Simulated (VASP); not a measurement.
Method: LDA (Ceperley-Alder, Perdew-Zunger), VASP's LDA PAW potentials (set 64) (plane waves; VASP 6.6.1).

A VASP calculation is set up with these files.

**KPOINTS**
```
k-points along high-symmetry lines
10
Line-mode
Reciprocal
  0.000000   0.000000   0.000000 ! GAMMA
 -0.000000   0.500000   0.000000 ! M

 -0.000000   0.500000   0.000000 ! M
 -0.333333   0.666667   0.000000 ! K

 -0.333333   0.666667   0.000000 ! K
  0.000000   0.000000   0.000000 ! GAMMA

  0.000000   0.000000   0.000000 ! GAMMA
  0.000000   0.000000   0.500000 ! A

  0.000000   0.000000   0.500000 ! A
 -0.000000   0.500000   0.500000 ! L

 -0.000000   0.500000   0.500000 ! L
 -0.333333   0.666667   0.500000 ! H

 -0.333333   0.666667   0.500000 ! H
  0.000000   0.000000   0.500000 ! A

 -0.000000   0.500000   0.500000 ! L
 -0.000000   0.500000   0.000000 ! M

 -0.333333   0.666667   0.500000 ! H
 -0.333333   0.666667   0.000000 ! K
```

**POSCAR**
```
BeO
2.6669280
  0.4999998611  -0.8660253112   0.0000000000
  0.4999998611   0.8660253112   0.0000000000
  0.0000000000   0.0000000000   1.6235397949
Be O
2 2
Cart
  0.4999998611  -0.2886756811   0.8118685616
  0.4999998611   0.2886756811   0.0000986641
  0.4999998611  -0.2886756811   1.4253692758
  0.4999998611   0.2886756811   0.6135993783
```

INCAR:
```
SYSTEM=BeO
PREC=Accurate; ENCUT=520; LREAL=.FALSE.
LASPH=.TRUE.; ICHARG=11
EDIFF=1E-7; NELM=100; ALGO=Normal
ISMEAR=0; SIGMA=0.05
LWAVE=.FALSE.; LCHARG=.FALSE.; LORBIT=11
```

POTCAR, in this order: Be O (LDA.64 set). Program: vasp_std. Read from the step before: CHGCAR.

Output of the run:

File OUTCAR:
```
 ion  position               nearest neighbor table
   1  0.667  0.333  0.500-   4 1.63   4 1.63   4 1.63   3 1.64
   2  0.333  0.667  0.000-   3 1.63   3 1.63   3 1.63   4 1.64
   3  0.667  0.333  0.878-   2 1.63   2 1.63   2 1.63   1 1.64
   4  0.333  0.667  0.378-   1 1.63   1 1.63   1 1.63   2 1.64
  LATTYP: Found a hexagonal cell.
 ALAT       =     2.6669276010
 C/A-ratio  =     1.6235400378
 Subroutine PRICEL returns:
 Original cell was already a primitive cell.
 Subroutine GETGRP returns: Found 12 space group operations
The static configuration has the point symmetry C_3v.
 The point group associated with its full space group is C_6v.
The dynamic configuration has the point symmetry C_3v.
 Subroutine INISYM returns: Found 12 space group operations
   k-points           NKPTS =     90   k-points in BZ     NKDIM =     90   number of bands    NBANDS=     12
   number of dos      NEDOS =    301   number of ions     NIONS =      4
   total plane-waves  NPLWV =  12800
   dimension x,y,z NGX =    20 NGY =   20 NGZ =   32
   dimension x,y,z NGXF=    40 NGYF=   40 NGZF=   64
   ions per type =               2   2
   PREC   = accura    normal or accurate (medium, high low for compatibility)
   ISTART =      0    job   : 0-new  1-cont  2-samecut
   ICHARG =     11    charge: 1-file 2-atom 10-const
   ISPIN  =      1    spin polarized calculation?
   LNONCOLLINEAR =      F non collinear calculations
   LSORBIT =      F    spin-orbit coupling
   INIWAV =      1    electr: 0-lowe 1-rand  2-diag
   ENCUT  =  520.0 eV  38.22 Ry    6.18 a.u.   4.96  4.96  8.05*2*pi/ulx,y,z
   NELM   =    100;   NELMIN=  2; NELMDL= -5     # of ELM steps
   EDIFF  = 0.1E-06   stopping-criterion for ELM
   LREAL  =      F    real-space projection
   NLSPLINE    = F    spline interpolate recip. space projectors
   LMAXMIX     =    2 max onsite mixed and CHGCAR
   VOSKOWN=      0    Vosko Wilk Nusair interpolation
   EDIFFG = 0.1E-05   stopping-criterion for IOM
   NSW    =      0    number of steps for IOM
   NBLOCK =      1;   KBLOCK =      1    inner block; outer block
   IBRION =     -1    ionic relax: 0-MD 1-quasi-New 2-CG
   NFREE  =      0    steps in history (QN), initial steepest desc. (CG)
   ISIF   =      2    stress and relaxation
   ISYM   =      2    0-nonsym 1-usesym 2-fastsym
   TEIN   =    0.0    initial temperature
   TEBEG  =    0.0;   TEEND  =   0.0 temperature during run
   SMASS  =  -3.00    Nose mass-parameter (am)
   PSTRESS=    0.0 pullay stress
   NELECT =      16.0000    total number of electrons
   EFERMI =   0.00;   METHOD = LEGACY
   ISMEAR =     0;   SIGMA  =   0.05  broadening in eV -4-tet -1-fermi 0-gaus
   IALGO  =     38    algorithm
   LDIAG  =      T    sub-space diagonalisation (order eigenvalues)
   IMIX   =      4    mixing-type and parameters
     AMIX     =   0.40;   BMIX     =  1.00
     AMIX_MAG =   1.60;   BMIX_MAG =  1.00
     AMIN     =   0.10
   GGA     = CA    functional components
   VOSKOWN =     0    Vosko Wilk Nusair interpolation
   LHFCALC =     F    Hartree Fock is set to
   LHFONE  =     F    Hartree Fock one center treatment
   AEXX    =    0.0000 exact exchange contribution
   IVDW    =     0    specifies the selected vdW correction
   LEPSILON=     F    determine dielectric tensor
   LRPA    =     F    only Hartree local field effects (RPA)
  energy-cutoff  :      520.00
  volume of cell :       26.67
      direct lattice vectors                 reciprocal lattice vectors
     1.333463630 -2.309627151  0.000000000     0.374963358 -0.216485159  0.000000000
     1.333463630  2.309627151  0.000000000     0.374963358  0.216485159  0.000000000
     0.000000000  0.000000000  4.329863738     0.000000000  0.000000000  0.230954150
 k-point     1 :   0.0000 0.0000 0.0000  plane waves:     701
 k-point     2 :   0.0000 0.0556 0.0000  plane waves:     707
 k-point     3 :   0.0000 0.1111 0.0000  plane waves:     715
 k-point     4 :   0.0000 0.1667 0.0000  plane waves:     717
 k-point     5 :   0.0000 0.2222 0.0000  plane waves:     717
 k-point     6 :   0.0000 0.2778 0.0000  plane waves:     717
...
```

File OSZICAR:
```
       N       E                     dE             d eps       ncg     rms          rms(c)
DAV:   1     0.539102720000E+02    0.53910E+02   -0.87495E+03  2168   0.127E+03
DAV:   2    -0.279994905307E+02   -0.81910E+02   -0.75466E+02  2740   0.252E+02
DAV:   3    -0.306126673760E+02   -0.26132E+01   -0.25988E+01  2816   0.473E+01
DAV:   4    -0.306258448787E+02   -0.13178E-01   -0.13171E-01  2572   0.361E+00
DAV:   5    -0.306259404975E+02   -0.95619E-04   -0.95593E-04  2684   0.289E-01
DAV:   6    -0.306259417715E+02   -0.12739E-05   -0.12738E-05  2592   0.277E-02
DAV:   7    -0.306259417942E+02   -0.22736E-07   -0.22734E-07  2252   0.333E-03
   1 F= -.30625942E+02 E0= -.30625942E+02  d E =-.159908E-13
```

OUTCAR:
```
 val. band max:        3.6188885690   @ k =   0.0000   0.0000   0.0000

 cond. band min:      11.5383481125   @ k =  -0.0000   0.0000   0.0000



 k-point     1 :       0.0000    0.0000    0.0000
  band No.  band energies     occupation
      1     -15.0683      2.00000
      2     -13.0885      2.00000
      3      -2.9429      2.00000
      4       2.5460      2.00000
      5       2.5461      2.00000
      6       3.5780      2.00000
      7       3.5780      2.00000
      8       3.6189      2.00000
      9      11.5383      0.00000
     10      15.4396      0.00000
     11      17.8206      0.00000
     12      17.8217      0.00000

 k-point     2 :       0.0000    0.0556    0.0000
  band No.  band energies     occupation
      1     -15.0290      2.00000
      2     -13.0666      2.00000
      3      -2.8967      2.00000
      4       2.3866      2.00000
      5       2.4758      2.00000
      6       3.4016      2.00000
      7       3.5542      2.00000
      8       3.5899      2.00000
      9      11.6608      0.00000
     10      15.5684      0.00000
     11      17.8251      0.00000
     12      17.9181      0.00000

 k-point     3 :       0.0000    0.1111    0.0000
  band No.  band energies     occupation
      1     -14.9128      2.00000
      2     -13.0036      2.00000
      3      -2.7599      2.00000
      4       1.9339      2.00000
      5       2.2842      2.00000
      6       2.9343      2.00000
      7       3.4802      2.00000
      8       3.5014      2.00000
      9      11.9794      0.00000
     10      15.8910      0.00000
     11      17.7267      0.00000
     12      18.0582      0.00000

 k-point     4 :       0.0000    0.1667    0.0000
  band No.  band energies     occupation
      1     -14.7248      2.00000
      2     -12.9080      2.00000
      3      -2.5393      2.00000
      4       1.2653      2.00000
      5       2.0151      2.00000
      6       2.2989      2.00000
      7       3.3513      2.00000
...
```

The density is held fixed in this step, so its total energy and stress have no physical meaning.

The compound is BeO in the wurtzite structure. It was relaxed first.
